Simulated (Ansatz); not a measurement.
InN (wurtzite, P6_3mc) at seven volumes, PBE (plane waves, PAW; program Ansatz), shape and atoms relaxed at each. One row is withheld.

| V (Å³/atom) | P (GPa) |
|---|---|
| 14.619 | ? |
| 15.101 | 8.69 |
| 15.583 | 3.97 |
| 16.065 | 0.00 |
| 16.547 | -3.36 |
| 17.029 | -6.18 |
| 17.511 | -8.55 |

Q: Fit the shown pressures and predict the withheld one.

A: P = (3/2)B₀(x^(7/2) − x^(5/2))[1 + (3/4)(B′ − 4)(x − 1)] with x = (V₀/V)^(2/3). Least squares on the six rows gives V₀ = 16.064 Å³/atom, B₀ = 121 GPa, B′ = 4.71. At V = 14.619, x = 1.0649 and P = 14.25 GPa. The run itself gave 14.29 GPa.

The PBE relaxation kept the symmetry of its start.

Potentials: the later of the program's two PAW sets.
